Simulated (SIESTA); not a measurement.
Runs of SIESTA 5.4.2 on SiGe. The structure is hexagonal, space group P6_3mc (No. 186). Conventional cell: a = 3.904 Å, b = 3.904 Å, c = 6.451 Å, α = 90.00°, β = 90.00°, γ = 120.00°. Around Ge (site symmetry 3m) lie 4 Si at 2.40 to 2.41 Å. Si (site symmetry 3m) has 4 Ge at 2.40 to 2.41 Å as nearest neighbours. The cell comes from a database or a generator and needn't be the stable form of this composition.

```csv
task,level,potentials or basis,gap on the mesh (eV),pressure (GPa),V0 of scaled cells (Å³/atom),B0 (GPa),largest force (eV/Å)
equation of state,LDA,"PseudoDojo 0.4 standard (LDA files), DZP (energy shift 0.003 Ry; two zetas on semicore shells)",-,-,20.96,(b),-
band structure,PBEsol,"PseudoDojo 0.4 standard (PBEsol files), DZP (energy shift 0.003 Ry; two zetas on semicore shells)",0.44,0.8,-,-,0.02
band structure,LDA,"PseudoDojo 0.4 standard (LDA files), DZP (energy shift 0.003 Ry; two zetas on semicore shells)",0.40,-1.2,-,-,0.01
equation of state,PBEsol,"PseudoDojo 0.4 standard (PBEsol files), DZP (energy shift 0.003 Ry; two zetas on semicore shells)",-,-,21.51,(a),-
```

Alike in all rows: no spin polarisation; cell as given; k mesh 8 × 8 × 4; smearing fermi-dirac 0.05 eV; grid cutoff 800 Ry; energy shift 0.003 Ry.

Fill in the values left out.

(a) 77; (b) 81.

Caveats: the basis of atomic orbitals isn't converged, which shifts pressures, moduli and gaps; the cell was scaled at fixed shape and fractional positions, which overstates the stiffness of a crystal with free parameters, most of all of layers and chains (some runs).

A k mesh can miss the band edges, and the runs leave out spin-orbit coupling on Ge.

Runs at the PBE level aren't shown here.
